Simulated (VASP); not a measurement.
Runs of VASP 6.6.1 on BN. The structure is cubic, space group F-43m (No. 216). The conventional cell has a = 3.626 Å, b = 3.626 Å, c = 3.626 Å, α = 90.00°, β = 90.00°, γ = 90.00°. B (site symmetry -43m) is surrounded by 4 N at 1.57 Å. N (site symmetry -43m) is surrounded by 4 B at 1.57 Å. The cell is a database's computed one.

| task | level | potentials or basis | cell | k mesh | cutoff (eV) | mesh quality | gap on the mesh (eV) | pressure (GPa) | relaxed volume (Å³/atom) |
| --- | --- | --- | --- | --- | --- | --- | --- | --- | --- |
| relaxation of cell and atoms | PBEsol | VASP PAW PBE potentials, release 64 (B, N) | relaxed | 12 × 12 × 12 | 580 | not flagged | 4.28 | 0.0 | 5.87 |
| relaxation of cell and atoms | LDA | VASP PAW LDA potentials, release 64 (B, N) | relaxed | 12 × 12 × 12 | 600 | not flagged | 4.38 | -0.1 | (a) |
| relaxation of cell and atoms | RPBE | VASP PAW PBE potentials, release 64 (B, N) | relaxed | 12 × 12 × 12 | 600 | not flagged | 4.47 | 0.0 | 6.05 |
| relaxation of cell and atoms | PBEsol | VASP PAW PBE potentials, release 64 (B_s, N_s) | relaxed | 12 × 12 × 12 | 480 | not flagged | 4.30 | 0.0 | 5.88 |
| relaxation of cell and atoms | PBEsol | VASP PAW PBE potentials, release 64 (B, N) | relaxed | 12 × 12 × 12 | 600 | not flagged | 4.28 | 0.0 | (c) |
| relaxation of cell and atoms | PBEsol | VASP PAW PBE potentials, release 64 (B, N) | relaxed | 4 × 4 × 4 | 600 | coarse | 4.25 | 0.0 | 5.87 |
| single point | PBEsol | VASP PAW PBE potentials, release 64 (B, N) | as given | 12 × 12 × 12 | 520 | not flagged | 4.27 | (b) | - |

Alike in all rows: no spin polarisation; smearing gaussian 0.02 eV.

Fill in the values left out.

(a) 5.75; (b) -5.7; (c) 5.86.

Caveats: some runs use coarse meshes; the PAW data sets were made with another functional, which shifts forces and pressure a little (some runs).

A k mesh can miss the band edges.

Runs at the PBE level aren't shown here.
